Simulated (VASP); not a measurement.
# Ir (Fm-3m) in VASP: a series of runs

Runs on Ir. Level: r2SCAN. Tasks: relaxation of cell and atoms, relaxation of the atoms.

All numbers are computed with VASP 6.6.1; they aren't measurements. Logs are shortened: lines on timing, memory, paths and dates and some standing lists are left out, and cuts for length are marked.

### Step 1. The crystal as given

The structure is cubic, space group Fm-3m (No. 225). Conventional cell: a = 3.854 Å, b = 3.854 Å, c = 3.854 Å, α = 90.00°, β = 90.00°, γ = 90.00°. Ir (site symmetry m-3m) is surrounded by 12 Ir at 2.72 Å.

### Step 2. Relaxation of cell and atoms, r2SCAN

Contents of INCAR:

```
SYSTEM = Ir
  PREC = Accurate
  ENCUT = 600
  EDIFF = 1E-7
  ISMEAR = 1
  SIGMA = 0.1
  LREAL = .FALSE.
  LASPH = .TRUE.
  NELM = 80
  ALGO = Normal
  ISIF = 3
  LWAVE = .FALSE.
  LCHARG = .FALSE.
  METAGGA = R2SCAN
  LMIXTAU = .TRUE.
  IBRION = 2
  NSW = 90
  EDIFFG = -0.005
```

Contents of KPOINTS:

```
regular mesh
0
G
  16 16 16
  0 0 0
```

Contents of POSCAR:

```
Ir                                      
1.0
    0.0000000000      1.9267836765      1.9267836765
    1.9267836765      0.0000000000      1.9267836765
    1.9267836765      1.9267836765      0.0000000000
  Ir            
     1
Direct
     0.0000000000000000    0.0000000000000000    0.0000000000000000
```

Potentials or basis: VASP PAW PBE potentials, release 64 (Ir).

On the command line:

```console
cat potpaw_PBE.64/Ir/POTCAR > POTCAR
mpirun -np 1 vasp_std > vasp.out
```

OUTCAR:

```text
SYSTEM = Ir
   PREC = Accurate
   ENCUT = 600
   EDIFF = 1E-7
   ISMEAR = 1
   LREAL = .FALSE.
   LASPH = .TRUE.
   NELM = 80
   ISIF = 3
   METAGGA = R2SCAN
   IBRION = 2
   NSW = 90
   EDIFFG = -0.005

 ion  position               nearest neighbor table
   1  0.000  0.000  0.000-

  LATTYP: Found a face centered cubic cell.
 ALAT       =     3.8535673530

  Lattice vectors:

 A1 = (   0.0000000000,   1.9267836765,   1.9267836765)
 A2 = (   1.9267836765,   0.0000000000,   1.9267836765)
 A3 = (   1.9267836765,   1.9267836765,   0.0000000000)

Analysis of symmetry for initial positions (statically):
=====================================================================
 Subroutine PRICEL returns:
 Original cell was already a primitive cell.

 Routine SETGRP: Setting up the symmetry group for a
 face centered cubic supercell.

 Subroutine GETGRP returns: Found 48 space group operations
 (whereof 48 operations were pure point group operations)
 out of a pool of 48 trial point group operations.

The static configuration has the point symmetry O_h .

Analysis of symmetry for dynamics (positions and initial velocities):
=====================================================================
 Subroutine PRICEL returns:
 Original cell was already a primitive cell.

 Routine SETGRP: Setting up the symmetry group for a
 face centered cubic supercell.

 Subroutine GETGRP returns: Found 48 space group operations
 (whereof 48 operations were pure point group operations)
 out of a pool of 48 trial point group operations.

The dynamic configuration has the point symmetry O_h .

 Subroutine INISYM returns: Found 48 space group operations
 (whereof 48 operations are pure point group operations),
 and found     1 'primitive' translations

----------------------------------------------------------------------------------------

                                     Primitive cell

  volume of cell :      14.3064

  direct lattice vectors                    reciprocal lattice vectors
     0.000000000  1.926783676  1.926783676    -0.259499811  0.259499811  0.259499811
     1.926783676  0.000000000  1.926783676     0.259499811 -0.259499811  0.259499811
     1.926783676  1.926783676  0.000000000     0.259499811  0.259499811 -0.259499811

  length of vectors
     2.724883607  2.724883607  2.724883607     0.449466857  0.449466857  0.449466857

  position of ions in fractional coordinates (direct lattice)
     0.000000000  0.000000000  0.000000000

  ion indices of the primitive-cell ions
   primitive index   ion index
                 1           1

----------------------------------------------------------------------------------------

 KPOINTS: regular mesh

Automatic generation of k-mesh.
 Grid dimensions read from file:
 generate k-points for:   16   16   16

 Generating k-lattice:

  Cartesian coordinates                     Fractional coordinates (reciprocal lattice)
    -0.016218738  0.016218738  0.016218738     0.062500000  0.000000000  0.000000000
     0.016218738 -0.016218738  0.016218738     0.000000000  0.062500000  0.000000000
     0.016218738  0.016218738 -0.016218738     0.000000000  0.000000000  0.062500000

  Length of vectors
     0.028091679  0.028091679  0.028091679

  Shift w.r.t. Gamma in fractional coordinates (k-lattice)
     0.000000000  0.000000000  0.000000000

 Subroutine IBZKPT returns following result:
 ===========================================

 Found    145 irreducible k-points:

 Following reciprocal coordinates:
            Coordinates               Weight
  0.000000  0.000000  0.000000      1.000000
  0.062500  0.000000  0.000000      8.000000
  0.125000  0.000000  0.000000      8.000000
  0.187500  0.000000  0.000000      8.000000
  0.250000  0.000000  0.000000      8.000000
  0.312500  0.000000  0.000000      8.000000
[... 16 lines left out ...]
 -0.125000  0.062500  0.000000     24.000000
 -0.062500  0.062500  0.000000     12.000000
 [... further k-points ...]
   k-points           NKPTS =    145   k-points in BZ     NKDIM =    145   number of bands    NBANDS=      8
   number of dos      NEDOS =    301   number of ions     NIONS =      1
   total plane-waves  NPLWV =  13824
   dimension x,y,z NGX =    24 NGY =   24 NGZ =   24
   dimension x,y,z NGXF=    48 NGYF=   48 NGZF=   48
   ions per type =               1
   NGX,Y,Z   is equivalent  to a cutoff of  14.64, 14.64, 14.64 a.u.
   NGXF,Y,Z  is equivalent  to a cutoff of  29.28, 29.28, 29.28 a.u.
 SYSTEM =  Ir
   PREC   = accura    normal or accurate (medium, high low for compatibility)
   ISTART =      0    job   : 0-new  1-cont  2-samecut
   ICHARG =      2    charge: 1-file 2-atom 10-const
   ISPIN  =      1    spin polarized calculation?
   LNONCOLLINEAR =      F non collinear calculations
   LSORBIT =      F    spin-orbit coupling
   LASPH  =      T    aspherical Exc in radial PAW
   ENCUT  =  600.0 eV  44.10 Ry    6.64 a.u.   5.44  5.44  5.44*2*pi/ulx,y,z
   NELM   =     80;   NELMIN=  2; NELMDL= -5     # of ELM steps
   EDIFF  = 0.1E-06   stopping-criterion for ELM
   LREAL  =      F    real-space projection
   EDIFFG = -.5E-02   stopping-criterion for IOM
   NSW    =     90    number of steps for IOM
   IBRION =      2    ionic relax: 0-MD 1-quasi-New 2-CG
   NFREE  =      1    steps in history (QN), initial steepest desc. (CG)
   ISIF   =      3    stress and relaxation
   ISYM   =      2    0-nonsym 1-usesym 2-fastsym
   POTIM  = 0.5000    time-step for ionic-motion
   TEBEG  =    0.0;   TEEND  =   0.0 temperature during run
   PSTRESS=    0.0 pullay stress
   NELECT =       9.0000    total number of electrons
   NUPDOWN=      -1.0000    fix difference up-down
   EMIN   =  10.00;   EMAX   =-10.00  energy-range for DOS
   EFERMI =   0.00;   METHOD = LEGACY
   ISMEAR =     1;   SIGMA  =   0.10  broadening in eV -4-tet -1-fermi 0-gaus
   EFERMI_NEDOS =   21; number of points for ismear=-14 and -15
   IALGO  =     38    algorithm
   IMIX   =      4    mixing-type and parameters
     AMIX     =   0.40;   BMIX     =  1.00
     AMIX_MAG =   1.60;   BMIX_MAG =  1.00
  volume/ion in A,a.u.               =      14.31        96.54
  Fermi-wavevector in a.u.,A,eV,Ry     =   1.402747  2.650808 26.772176  1.967699
  Thomas-Fermi vector in A             =   2.525478
   LORBIT       =      0    0 simple, 1 ext, 2 COOP (PROOUT), +10 PAW based schemes
   METAGGA = R2SCAN    functional components
   LHFCALC =     F    Hartree Fock is set to
   AEXX    =    0.0000 exact exchange contribution
   IVDW    =     0    specifies the selected vdW correction
   LEPSILON=     F    determine dielectric tensor
   LRPA    =     F    only Hartree local field effects (RPA)
 conjugate gradient relaxation of ions
 non-spin polarized calculation
 Methfessel and Paxton  Order N= 1 SIGMA  =   0.10
  energy-cutoff  :      600.00
  volume of cell :       14.31
 maximum number of plane-waves:       531
 NGX is ok and might be reduce to    24
   NGX = 11   NGY = 11   NGZ = 11

 number of electron       9.0000000 magnetization

 Free energy of the ion-electron system (eV)
  ---------------------------------------------------
  ext. energy  EPLUGINS =         0.00000000
  ---------------------------------------------------
  free energy    TOTEN  =       -52.35712499 eV

  energy without entropy =      -52.35652605  energy(sigma->0) =      -52.35692534

 E-fermi :   9.9795     XC(G=0): -15.2480

 val. band max:        9.9633178852   @ k =  -0.3125   0.3125   0.0625
 cond. band min:       9.9936678716   @ k =   0.3125   0.1875   0.0000
 fundamental gap:      0.0303499864
 Fermi energy:         9.9794762340

 k-point     1 :       0.0000    0.0000    0.0000
  band No.  band energies     occupation
      1      -1.4212      2.00000
      2       6.0569      2.00000
      3       6.0569      2.00000
      4       6.0569      2.00000
      5       8.7193      2.00000
      6       8.7193      2.00000
      7      25.1071      0.00000
      8      30.9040      0.00000

 k-point     2 :       0.0625    0.0000    0.0000
  band No.  band energies     occupation
      1      -1.2418      2.00000
      2       5.9612      2.00000
      3       6.1344      2.00000
      4       6.1344      2.00000
      5       8.6707      2.00000
      6       8.6707      2.00000
      7      25.4118      0.00000
      8      29.9987      0.00000

 k-point     3 :       0.1250    0.0000    0.0000
  band No.  band energies     occupation
      1      -0.7271      2.00000
      2       5.7262      2.00000
      3       6.3268      2.00000
      4       6.3268      2.00000
      5       8.5783      2.00000
      6       8.5783      2.00000
      7      26.2232      0.00000
      8      28.2703      0.00000

 k-point     4 :       0.1875    0.0000    0.0000
  band No.  band energies     occupation
      1       0.0374      2.00000
      2       5.5007      2.00000
      3       6.4992      2.00000
      4       6.4992      2.00000
      5       8.6065      2.00000
      6       8.6065      2.00000
      7      26.3905      0.00000
      8      27.2288      0.00000

 k-point     5 :       0.2500    0.0000    0.0000
  band No.  band energies     occupation
      1       0.8598      2.00000
      2       5.5298      2.00000
      3       6.4882      2.00000
      4       6.4882      2.00000
      5       8.9377      2.00000
      6       8.9377      2.00000
      7      24.5455      0.00000
      8      27.5024      0.00000
[... 177 lines left out ...]
 k-point    22 :      -0.1875    0.0625    0.0000
  band No.  band energies     occupation
      1       0.4683      2.00000
      2       5.3277      2.00000
      3       6.5472      2.00000
      4       6.6376      2.00000
      5       8.2391      2.00000
      6       9.1376      2.00000
      7      25.9194      0.00000
      8      27.6443      0.00000

 k-point    23 :      -0.1250    0.0625    0.0000
  band No.  band energies     occupation
      1      -0.3429      2.00000
      2       5.5210      2.00000
      3       6.4703      2.00000
      4       6.4871      2.00000
      5       8.2429      2.00000
      6       8.8443      2.00000
      7      26.7916      0.00000
      8      27.6726      0.00000

 k-point    24 :      -0.0625    0.0625    0.0000
  band No.  band energies     occupation
      1      -0.9493      2.00000
      2       5.7882      2.00000
      3       6.2426      2.00000
      4       6.2951      2.00000
      5       8.4601      2.00000
      6       8.7481      2.00000
      7      25.8929      0.00000
      8      29.1686      0.00000

 [... further k-points ...]

------------------------ aborting loop because EDIFF is reached ----------------------------------------

  FORCE on cell =-STRESS in cart. coord.  units (eV):
  Direction    XX          YY          ZZ          XY          YZ          ZX
  --------------------------------------------------------------------------------------
  -------------------------------------------------------------------------------------
  Total       -0.0018863     -0.0018863     -0.0018863      0.0000000     -0.0000000      0.0000000
  in kB       -0.2112505     -0.2112505     -0.2112505      0.0000000     -0.0000000      0.0000000
  external PRESSURE =      -0.2112505 kB  Pullay stress =       0.0000000 kB

 VOLUME and BASIS-vectors are now :
 -----------------------------------------------------------------------------
  energy-cutoff  :      600.00
  volume of cell :       14.31
      direct lattice vectors                 reciprocal lattice vectors
     0.000000000  1.926783676  1.926783676    -0.259499811  0.259499811  0.259499811
     1.926783676  0.000000000  1.926783676     0.259499811 -0.259499811  0.259499811
     1.926783676  1.926783676  0.000000000     0.259499811  0.259499811 -0.259499811

 POSITION                                       TOTAL-FORCE (eV/Angst)
 -----------------------------------------------------------------------------------
      0.00000      0.00000      0.00000         0.000000      0.000000     -0.000000
 -----------------------------------------------------------------------------------
    total drift:                               -0.000000      0.000000     -0.000000

  FREE ENERGIE OF THE ION-ELECTRON SYSTEM (eV)
  ---------------------------------------------------
  free  energy   TOTEN  =       -52.3571249878 eV

  energy  without entropy=      -52.3565260468  energy(sigma->0) =      -52.35692534

 reached required accuracy - stopping structural energy minimisation
```

Run time: 72 s. Hardware: 1 thread of Intel Xeon Platinum 8259CL at 2.50GHz (Skylake/Cascade Lake), shared host; peak memory 0.17 GiB.

What came out:

| Quantity | Value |
| --- | --- |
| Free energy | -52.3571 eV |
| Pressure after relaxing | 0.0 GPa |
| Band gap on the k mesh | none (metal or under the smearing width) |

Final structure:
```yaml
crystal:
  lattice:
    - [0.00000, 1.92678, 1.92678]
    - [1.92678, 0.00000, 1.92678]
    - [1.92678, 1.92678, 0.00000]
  atoms:
    - { symbol: Ir, position: [0.00000, 0.00000, 0.00000] }
```

Levels at points of the mesh, in eV from the Fermi level:
| k point | band 1 | band 2 | band 3 | band 4 | band 5 | band 6 | band 7 | band 8 |
| --- | --- | --- | --- | --- | --- | --- | --- | --- |
| (0.00, 0.00, 0.00) | -11.40 | -3.92 | -3.92 | -3.92 | -1.26 | -1.26 | 15.13 | 20.92 |
| (0.50, 0.00, 0.00) | -8.29 | -4.07 | -4.07 | -0.67 | 0.93 | 0.93 | 7.56 | 14.76 |
| (0.50, 0.50, 0.00) | -8.07 | -7.49 | 0.83 | 1.55 | 1.55 | 1.79 | 10.92 | 12.28 |

Caveat: the relaxation stopped at its first step, so nothing moved; the PAW data sets were made with another functional, which shifts forces and pressure a little. The run has no spin-orbit coupling, so splittings on Ir are missing.

### Step 3. Relaxation of the atoms, r2SCAN (a relaxed cell with its volume scaled by 0.94)

Edit INCAR of step 2 so:

```diff
@@ -10,3 +10,3 @@
   ALGO = Normal
-  ISIF = 3
+  ISIF = 2
   LWAVE = .FALSE.
@@ -16,3 +16,3 @@
   IBRION = 2
-  NSW = 90
-  EDIFFG = -0.005
+  NSW = 40
+  EDIFFG = -0.01
```

KPOINTS is that of step 2.

Contents of POSCAR:

```
Ir                                      
1.0
    0.0000000000      1.8874505240      1.8874505240
    1.8874505240      0.0000000000      1.8874505240
    1.8874505240      1.8874505240      0.0000000000
  Ir            
     1
Direct
     0.0000000000000000    0.0000000000000000    0.0000000000000000
```

Potentials or basis: VASP PAW PBE potentials, release 64 (Ir).

On the command line:

```console
cat potpaw_PBE.64/Ir/POTCAR > POTCAR
mpirun -np 1 vasp_std > vasp.out
```

Run time: 80 s. Hardware: 1 thread of Intel Xeon Platinum 8259CL at 2.50GHz (Skylake/Cascade Lake), shared host; peak memory 0.16 GiB.

It converged, with:

```yaml
Free_energy: -52.2885 eV
Pressure_after_relaxing: 27.3 GPa
Band_gap_on_the_k_mesh: none (metal or under the smearing width)
```

Final structure:
```
Ir
1.0
     0.00000    1.88745    1.88745
     1.88745    0.00000    1.88745
     1.88745    1.88745    0.00000
Ir
1
Direct
  0.00000 0.00000 0.00000
```

Levels at points of the mesh, in eV from the Fermi level:
| k point | band 2 | band 3 | band 4 | band 5 | band 6 | band 7 |
| --- | --- | --- | --- | --- | --- | --- |
| (0.00, 0.00, 0.00) | -4.32 | -4.32 | -4.32 | -1.37 | -1.37 | 14.98 |
| (0.50, 0.00, 0.00) | -4.49 | -4.49 | -0.83 | 1.04 | 1.04 | 8.23 |
| (0.50, 0.50, 0.00) | -8.22 | 0.95 | 1.73 | 1.73 | 1.80 | 11.82 |

Caveat: the relaxation stopped at its first step, so nothing moved; the PAW data sets were made with another functional, which shifts forces and pressure a little. The run has no spin-orbit coupling, so splittings on Ir are missing.

[end of part 1 of 2]
